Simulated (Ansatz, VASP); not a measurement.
## Ir: VASP beside Ansatz

File INCAR:

```
  PREC = Accurate
  ENCUT = 600
  EDIFF = 1E-7
  ISMEAR = 0
  SIGMA = 0.1
  LREAL = False
  LASPH = True
  NELM = 60
  ALGO = Normal
  ISIF = 3
  LWAVE = False
  LCHARG = False
  GGA = PS
  IBRION = 2
  NSW = 100
  EDIFFG = -0.005
```

The input KPOINTS:

```
regular mesh
0
Gamma
  18 18 18
```

POSCAR

```
Ir
1.0
    0.0000000000      1.9269646676      1.9269646676
    1.9269646676      0.0000000000      1.9269646676
    1.9269646676      1.9269646676      0.0000000000
Ir
1
Direct
    0.0000000000      0.0000000000      0.0000000000
```

Input for Ansatz:

```yaml
crystal:
  lattice:
    - [0.0, 1.9269646676, 1.9269646676]
    - [1.9269646676, 0.0, 1.9269646676]
    - [1.9269646676, 1.9269646676, 0.0]
  atoms:
    - { symbol: Ir, position: [0.0, 0.0, 0.0] }
basis:
  ecutwfc: 420
kpoints:
  mp_grid: { grid: [18, 18, 18] }
hamiltonian:
  xc: pbesol
scf:
  occupations: { method: gaussian, width: 0.1 }
output:
  forces: true
  stress: true
  eigenvalues: true
relax:
  adjacent_minimum: "off"
  f_tol: 0.005
  max_steps: 80
  cell: { stress_tol: 0.05 }
```

Alike in both runs: task relaxation of cell and atoms; functional PBEsol; k mesh 18 × 18 × 18; occupations gaussian, width 0.1 eV; no spin polarisation.

|  | VASP | Ansatz |
| --- | --- | --- |
| version | VASP 6.6.1 | Ansatz 0.2.0 |
| potentials or method | VASP PAW PBE potentials, release 64 (Ir) | scalar-relativistic, plane waves, PAW |
| plane-wave cutoff (eV) | 600 | 420 |
| valence electrons in the cell | 9 | 17 |

|  | VASP | Ansatz | Ansatz less VASP |
| --- | --- | --- | --- |
| gap on the k mesh at the Fermi level, each at its own relaxed structure (eV) | none | none | - |
| relaxed volume (Å³/atom) | 14.09 | 14.05 | -0.040 |
| relaxed cell length with the largest relative difference (Å) | 2.711 | 2.708 | -0.0026 |
| energy change over the relaxation (meV/atom) | -4 | -6 | -1.5 |

A gap of «none» marks a metal or a gap that the smearing closes. The two sets of potentials don't hold the same shells in valence.

Caveats: the PAW data sets were made with another functional, which shifts forces and pressure a little (VASP). The runs have no spin-orbit coupling, so splittings on Ir are missing.
